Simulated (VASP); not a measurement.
# AlCr2C (P6_3/mmc) in VASP: single point with PBEsol

Aim: the single point of AlCr2C with PBEsol.

All numbers are computed with VASP 6.6.1; they aren't measurements. Logs are shortened: lines on timing, memory, paths and dates and some standing lists are left out, and cuts for length are marked.

## 1. The cell of the first run

Symmetry: P6_3/mmc, No. 194, hexagonal system. The conventional cell has a = 2.814 Å, b = 2.814 Å, c = 12.620 Å, α = 90.00°, β = 90.00°, γ = 120.00°. Al (site symmetry -6m2) has 6 Cr at 2.65 Å and 6 Al at 2.81 Å as nearest neighbours. Around Cr (site symmetry 3m) lie 3 C at 1.94 Å. C (site symmetry -3m) has 6 Cr at 1.94 Å as nearest neighbours.

The cell comes from a database or a generator and needn't be the stable form of this composition.

## 2. Single point, PBEsol (cell and atoms relaxed tightly for response)

Contents of INCAR:

```
SYSTEM = AlCr2C
  PREC = Accurate
  ENCUT = 520
  EDIFF = 1E-7
  ISMEAR = -1
  SIGMA = 0.15
  LREAL = .False.
  LASPH = .True.
  NELM = 100
  ALGO = Fast
  ISIF = 2
  LWAVE = .False.
  LCHARG = .False.
  GGA = PS
  NBANDS = 41
```

Contents of KPOINTS:

```
regular mesh
0
Gamma
  15 15 4
  0 0 0
```

Contents of POSCAR:

```
AlCr2C
1.0
    2.8136471766      0.0000000000      0.0000000000
   -1.4068235883      2.4366899323      0.0000000000
    0.0000000000      0.0000000000     12.6204974112
Al Cr C
2 4 2
Direct
    0.6666666667      0.3333333333      0.2500000000
    0.3333333333      0.6666666667      0.7500000000
    0.3333333333      0.6666666667      0.4156937421
    0.6666666667      0.3333333333      0.9156937421
    0.6666666667      0.3333333333      0.5843062579
    0.3333333333      0.6666666667      0.0843062579
    0.0000000000      0.0000000000      0.5000000000
    0.0000000000      0.0000000000      0.0000000000
```

Potentials or basis: VASP PAW PBE potentials, release 64 (Al, Cr_pv, C).

On the command line:

```
$ cat potpaw_PBE.64/Al/POTCAR potpaw_PBE.64/Cr_pv/POTCAR potpaw_PBE.64/C/POTCAR > POTCAR
$ mpirun -np 1 vasp_std > vasp.out
```

OUTCAR:

```text
SYSTEM = AlCr2C
   PREC = Accurate
   ENCUT = 520
   EDIFF = 1E-7
   ISMEAR = -1
   LREAL = .False.
   LASPH = .True.
   NELM = 100
   ISIF = 2
   GGA = PS

 ion  position               nearest neighbor table
   1  0.667  0.333  0.250-   3 2.65   6 2.65   3 2.65   6 2.65   3 2.65   6 2.65
   2  0.333  0.667  0.750-   4 2.65   5 2.65   4 2.65   5 2.65   4 2.65   5 2.65
   3  0.333  0.667  0.416-   7 1.94   7 1.94   7 1.94   1 2.65   1 2.65   1 2.65   5 2.68   5 2.68
                             5 2.68
   4  0.667  0.333  0.916-   8 1.94   8 1.94   8 1.94   2 2.65   2 2.65   2 2.65   6 2.68   6 2.68
                             6 2.68
   5  0.667  0.333  0.584-   7 1.94   7 1.94   7 1.94   2 2.65   2 2.65   2 2.65   3 2.68   3 2.68
                             3 2.68
   6  0.333  0.667  0.084-   8 1.94   8 1.94   8 1.94   1 2.65   1 2.65   1 2.65   4 2.68   4 2.68
                             4 2.68
   7  0.000  0.000  0.500-   3 1.94   5 1.94   5 1.94   3 1.94   5 1.94   3 1.94
   8  0.000  0.000  0.000-   4 1.94   6 1.94   4 1.94   6 1.94   4 1.94   6 1.94

  LATTYP: Found a hexagonal cell.
 ALAT       =     2.8136471766
 C/A-ratio  =     4.4854584172

  Lattice vectors:

 A1 = (   2.8136471766,   0.0000000000,   0.0000000000)
 A2 = (  -1.4068235883,   2.4366899323,   0.0000000000)
 A3 = (   0.0000000000,   0.0000000000,  12.6204974112)

Analysis of symmetry for initial positions (statically):
=====================================================================
 Subroutine PRICEL returns:
 Original cell was already a primitive cell.

 Routine SETGRP: Setting up the symmetry group for a
 hexagonal supercell.

 Subroutine GETGRP returns: Found 24 space group operations
 (whereof 12 operations were pure point group operations)
 out of a pool of 24 trial point group operations.

The static configuration has the point symmetry D_3d.
 The point group associated with its full space group is D_6h.

Analysis of symmetry for dynamics (positions and initial velocities):
=====================================================================
 Subroutine PRICEL returns:
 Original cell was already a primitive cell.

 Routine SETGRP: Setting up the symmetry group for a
 hexagonal supercell.

 Subroutine GETGRP returns: Found 24 space group operations
 (whereof 12 operations were pure point group operations)
 out of a pool of 24 trial point group operations.

The dynamic configuration has the point symmetry D_3d.
 The point group associated with its full space group is D_6h.

 Subroutine INISYM returns: Found 24 space group operations
 (whereof 12 operations are pure point group operations),
 and found     1 'primitive' translations

----------------------------------------------------------------------------------------

                                     Primitive cell

  volume of cell :      86.5260

  direct lattice vectors                    reciprocal lattice vectors
     2.813647177  0.000000000  0.000000000     0.355410589  0.205196399  0.000000000
    -1.406823588  2.436689932  0.000000000     0.000000000  0.410392798  0.000000000
     0.000000000  0.000000000 12.620497411     0.000000000  0.000000000  0.079236180

  length of vectors
     2.813647177  2.813647177 12.620497411     0.410392798  0.410392798  0.079236180

  position of ions in fractional coordinates (direct lattice)
     0.666666667  0.333333333  0.250000000
     0.333333333  0.666666667  0.750000000
     0.333333333  0.666666667  0.415693742
     0.666666667  0.333333333  0.915693742
     0.666666667  0.333333333  0.584306258
     0.333333333  0.666666667  0.084306258
     0.000000000  0.000000000  0.500000000
     0.000000000  0.000000000  0.000000000

  ion indices of the primitive-cell ions
   primitive index   ion index
                 1           1
                 2           2
                 3           3
                 4           4
                 5           5
                 6           6
                 7           7
                 8           8

----------------------------------------------------------------------------------------

 KPOINTS: regular mesh

Automatic generation of k-mesh.
 Grid dimensions read from file:
 generate k-points for:   15   15    4

 Generating k-lattice:

  Cartesian coordinates                     Fractional coordinates (reciprocal lattice)
     0.023694039  0.013679760  0.000000000     0.066666667  0.000000000  0.000000000
     0.000000000  0.027359520  0.000000000     0.000000000  0.066666667  0.000000000
     0.000000000  0.000000000  0.019809045     0.000000000  0.000000000  0.250000000

  Length of vectors
     0.027359520  0.027359520  0.019809045

  Shift w.r.t. Gamma in fractional coordinates (k-lattice)
     0.000000000  0.000000000  0.000000000

 Subroutine IBZKPT returns following result:
 ===========================================

 Found     81 irreducible k-points:

 Following reciprocal coordinates:
            Coordinates               Weight
  0.000000  0.000000  0.000000      1.000000
  0.066667  0.000000  0.000000      6.000000
  0.133333  0.000000  0.000000      6.000000
  0.200000  0.000000  0.000000      6.000000
  0.266667  0.000000  0.000000      6.000000
  0.333333  0.000000  0.000000      6.000000
[... 16 lines left out ...]
  0.333333  0.200000  0.000000     12.000000
  0.400000  0.200000  0.000000      6.000000
 [... further k-points ...]
   k-points           NKPTS =     81   k-points in BZ     NKDIM =     81   number of bands    NBANDS=     41
   number of dos      NEDOS =    301   number of ions     NIONS =      8
   total plane-waves  NPLWV =  55296
   dimension x,y,z NGX =    24 NGY =   24 NGZ =   96
   dimension x,y,z NGXF=    48 NGYF=   48 NGZF=  192
   ions per type =               2   4   2
   NGX,Y,Z   is equivalent  to a cutoff of  14.18, 14.18, 12.65 a.u.
   NGXF,Y,Z  is equivalent  to a cutoff of  28.36, 28.36, 25.29 a.u.
 SYSTEM =  AlCr2C
   PREC   = accura    normal or accurate (medium, high low for compatibility)
   ISTART =      0    job   : 0-new  1-cont  2-samecut
   ICHARG =      2    charge: 1-file 2-atom 10-const
   ISPIN  =      1    spin polarized calculation?
   LNONCOLLINEAR =      F non collinear calculations
   LSORBIT =      F    spin-orbit coupling
   LASPH  =      T    aspherical Exc in radial PAW
   ENCUT  =  520.0 eV  38.22 Ry    6.18 a.u.   5.23  5.23 23.47*2*pi/ulx,y,z
   NELM   =    100;   NELMIN=  2; NELMDL= -5     # of ELM steps
   EDIFF  = 0.1E-06   stopping-criterion for ELM
   LREAL  =      F    real-space projection
   EDIFFG = 0.1E-05   stopping-criterion for IOM
   NSW    =      0    number of steps for IOM
   IBRION =     -1    ionic relax: 0-MD 1-quasi-New 2-CG
   NFREE  =      0    steps in history (QN), initial steepest desc. (CG)
   ISIF   =      2    stress and relaxation
   ISYM   =      2    0-nonsym 1-usesym 2-fastsym
   POTIM  = 0.5000    time-step for ionic-motion
   TEBEG  =    0.0;   TEEND  =   0.0 temperature during run
   PSTRESS=    0.0 pullay stress
   NELECT =      62.0000    total number of electrons
   NUPDOWN=      -1.0000    fix difference up-down
   EMIN   =  10.00;   EMAX   =-10.00  energy-range for DOS
   EFERMI =   0.00;   METHOD = LEGACY
   ISMEAR =    -1;   SIGMA  =   0.15  broadening in eV -4-tet -1-fermi 0-gaus
   EFERMI_NEDOS =   21; number of points for ismear=-14 and -15
   IALGO  =     68    algorithm
   IMIX   =      4    mixing-type and parameters
     AMIX     =   0.40;   BMIX     =  1.00
     AMIX_MAG =   1.60;   BMIX_MAG =  1.00
  volume/ion in A,a.u.               =      10.82        72.99
  Fermi-wavevector in a.u.,A,eV,Ry     =   1.464952  2.768357 29.199233  2.146083
  Thomas-Fermi vector in A             =   2.580866
   LORBIT       =      0    0 simple, 1 ext, 2 COOP (PROOUT), +10 PAW based schemes
   GGA     = PS    functional components
   LHFCALC =     F    Hartree Fock is set to
   AEXX    =    0.0000 exact exchange contribution
   IVDW    =     0    specifies the selected vdW correction
   LEPSILON=     F    determine dielectric tensor
   LRPA    =     F    only Hartree local field effects (RPA)
 non-spin polarized calculation
 RMM-DIIS sequential band-by-band and
  energy-cutoff  :      520.00
  volume of cell :       86.53
 maximum number of plane-waves:      2351
 NGX is ok and might be reduce to    24
   NGX = 11   NGY = 11   NGZ = 47

 number of electron      61.9999991 magnetization

 Free energy of the ion-electron system (eV)
  ---------------------------------------------------
  ext. energy  EPLUGINS =         0.00000000
  ---------------------------------------------------
  free energy    TOTEN  =       -70.50283710 eV

  energy without entropy =      -70.00373303  energy(sigma->0) =      -70.25328507

 E-fermi :  10.1505     XC(G=0): -12.7081

 val. band max:       10.1498801135   @ k =   0.4000   0.0667   0.0000
 cond. band min:      10.1526456947   @ k =   0.4000   0.0667   0.0000
 fundamental gap:      0.0027655812
 Fermi energy:        10.1505123088

 k-point     1 :       0.0000    0.0000    0.0000
  band No.  band energies     occupation
      1     -33.1018      2.00000
      2     -33.1002      2.00000
      3     -32.8769      2.00000
      4     -32.8769      2.00000
      5     -32.8769      2.00000
      6     -32.8769      2.00000
[... 33 lines left out ...]
     40      13.6400      0.00000
     41      15.2666      0.00000

 k-point     2 :       0.0667    0.0000    0.0000
  band No.  band energies     occupation
      1     -33.0989      2.00000
      2     -33.0974      2.00000
      3     -32.8930      2.00000
      4     -32.8929      2.00000
      5     -32.8817      2.00000
      6     -32.8817      2.00000
[... 33 lines left out ...]
     40      13.7652      0.00000
     41      15.3348      0.00000

 k-point     3 :       0.1333    0.0000    0.0000
  band No.  band energies     occupation
      1     -33.0921      2.00000
      2     -33.0908      2.00000
      3     -32.9356      2.00000
      4     -32.9354      2.00000
      5     -32.8947      2.00000
      6     -32.8947      2.00000
[... 875 lines left out ...]
      2     -33.1732      2.00000
      3     -33.1267      2.00000
      4     -33.1264      2.00000
      5     -33.0365      2.00000
      6     -33.0364      2.00000
[... 33 lines left out ...]
     40      12.8386      0.00000
     41      13.5166      0.00000

 k-point    24 :       0.4000    0.2000    0.0000
  band No.  band energies     occupation
      1     -33.1803      2.00000
      2     -33.1801      2.00000
      3     -33.1294      2.00000
      4     -33.1291      2.00000
      5     -33.0443      2.00000
      6     -33.0441      2.00000
[... 33 lines left out ...]
     40      12.7643      0.00000
     41      13.4299      0.00000

 [... further k-points ...]
[... 5 lines left out ...]
  --------------------------------------------------------------------------------------
  -------------------------------------------------------------------------------------
  Total        0.0820755      0.0820755      0.0362840      0.0000000      0.0000000     -0.0000000
  in kB        1.5197698      1.5197698      0.6718602      0.0000000      0.0000000     -0.0000000
  external PRESSURE =       1.2371332 kB  Pullay stress =       0.0000000 kB

 VOLUME and BASIS-vectors are now :
 -----------------------------------------------------------------------------
  energy-cutoff  :      520.00
  volume of cell :       86.53
      direct lattice vectors                 reciprocal lattice vectors
     2.813647177  0.000000000  0.000000000     0.355410589  0.205196399  0.000000000
    -1.406823588  2.436689932  0.000000000     0.000000000  0.410392798  0.000000000
     0.000000000  0.000000000 12.620497411     0.000000000  0.000000000  0.079236180

 POSITION                                       TOTAL-FORCE (eV/Angst)
 -----------------------------------------------------------------------------------
      1.40682      0.81223      3.15512         0.000000      0.000000      0.000000
     -0.00000      1.62446      9.46537        -0.000000      0.000000      0.000000
     -0.00000      1.62446      5.24626         0.000000     -0.000000     -0.032340
      1.40682      0.81223     11.55651        -0.000000     -0.000000     -0.032340
      1.40682      0.81223      7.37424        -0.000000     -0.000000      0.032340
     -0.00000      1.62446      1.06399         0.000000      0.000000      0.032340
      0.00000      0.00000      6.31025        -0.000000      0.000000      0.000000
      0.00000      0.00000      0.00000        -0.000000      0.000000      0.000000
 -----------------------------------------------------------------------------------
    total drift:                               -0.000000      0.000000     -0.000000

  FREE ENERGIE OF THE ION-ELECTRON SYSTEM (eV)
  ---------------------------------------------------
  free  energy   TOTEN  =       -70.5028370997 eV

  energy  without entropy=      -70.0037330330  energy(sigma->0) =      -70.25328507
```

Wall time 7.1 min (1 thread of Intel Xeon Platinum 8488C (Sapphire Rapids), shared host); peak memory 0.38 GiB.

Results:

```yaml
Free_energy: -70.5028 eV
Pressure: 0.1 GPa
Largest_force: 0.032 eV/Å
Band_gap_on_the_k_mesh: none (metal or under the smearing width)
```

Forces on the atoms (eV/Å):
```
Al   0.000  0.000  0.000
Al   0.000  0.000  0.000
Cr   0.000  0.000 -0.032
Cr   0.000  0.000 -0.032
Cr   0.000  0.000  0.032
Cr   0.000  0.000  0.032
C    0.000  0.000  0.000
C    0.000  0.000  0.000
```

Stress tensor (GPa, compression positive):
```
0.15 0.00 0.00
0.00 0.15 0.00
0.00 0.00 0.07
```

Caveat: the PAW data sets were made with another functional, which shifts forces and pressure a little. Spin polarisation is off, so any magnetic state and its effect on volume and gap are missing.
